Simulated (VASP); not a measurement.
**VASP 6.6.1 run: SiO$_{2}$**

INCAR

```
NSW = 0
IBRION = -1
EDIFF = 1E-7
PREC = Medium
LREAL = .FALSE.
LWAVE = .FALSE.
GGA = PE
SIGMA = 0.02
NBANDS = 25
ISIF = 2
ISMEAR = -1
LCHARG = .FALSE.
LASPH = .TRUE.
NELM = 120
ENCUT = 520
```

KPOINTS

```
KPOINTS created by Atomic Simulation Environment
0
Gamma
3 3 5
0 0 0
```

POSCAR

```
Si O
 1.0000000000000000
     4.1851887985999996    0.0000000000000000    0.0000000000000000
     0.0000000000000000    4.1851887985999996    0.0000000000000000
     0.0000000000000000    0.0000000000000000    2.7489050876999999
 Si  O
   2   4
Cartesian
 -0.0000000000000000 -0.0000000000000000  0.0000000000000000
  2.0925943993000002  2.0925943993000002  1.3744525438499999
  1.2802343767893742  1.2802343767893742  0.0000000000000000
  0.8123600225106254  3.3728287760893747  1.3744525438499999
  3.3728287760893747  0.8123600225106254  1.3744525438499999
  2.9049544218106256  2.9049544218106256  0.0000000000000000
```

The recommended PBE PAW datasets give the neutral cell 32 valence electrons.

Command

```
mpirun -np 1 vasp_std
```

Predict the outcome of this run.

It converged. Results: gap between bands v and c on the k mesh 4.90 eV; least direct gap on the k mesh 4.90 eV; pressure -1.0 GPa; largest force 0.06 eV/Å. Band v is the last that the valence electrons fill when counted band by band, and c is the next.

OSZICAR

```
N       E                     dE             d eps       ncg     rms          rms(c)
DAV:   1     0.142295702965E+03    0.14230E+03   -0.17680E+04   450   0.123E+03
DAV:   2    -0.434839719797E+02   -0.18578E+03   -0.17976E+03   557   0.280E+02
DAV:   3    -0.508274426599E+02   -0.73435E+01   -0.73178E+01   602   0.540E+01
DAV:   4    -0.508752175654E+02   -0.47775E-01   -0.47763E-01   532   0.505E+00
DAV:   5    -0.508755905022E+02   -0.37294E-03   -0.37290E-03   610   0.427E-01    0.169E+01
DAV:   6    -0.462037840867E+02    0.46718E+01   -0.13208E+01   559   0.244E+01    0.763E+00
DAV:   7    -0.462550077341E+02   -0.51224E-01   -0.77870E-01   554   0.496E+00    0.285E+00
DAV:   8    -0.462679174664E+02   -0.12910E-01   -0.26566E-02   579   0.139E+00    0.109E+00
DAV:   9    -0.462745789805E+02   -0.66615E-02   -0.98475E-03   564   0.831E-01    0.258E-01
DAV:  10    -0.462747962128E+02   -0.21723E-03   -0.56915E-04   595   0.165E-01    0.483E-02
DAV:  11    -0.462747685531E+02    0.27660E-04   -0.11072E-04   572   0.744E-02    0.859E-03
DAV:  12    -0.462747695675E+02   -0.10144E-05   -0.47938E-06   564   0.157E-02    0.328E-03
DAV:  13    -0.462747696483E+02   -0.80835E-07   -0.29595E-07   580   0.387E-03
   1 F= -.46274770E+02 E0= -.46274770E+02  d E =-.371210E-10
```

For comparison, a separate PBE run of the intended cell, on usual settings and not on those above, gives a gap of 4.90 eV on its mesh and a pressure of -1.0 GPa.
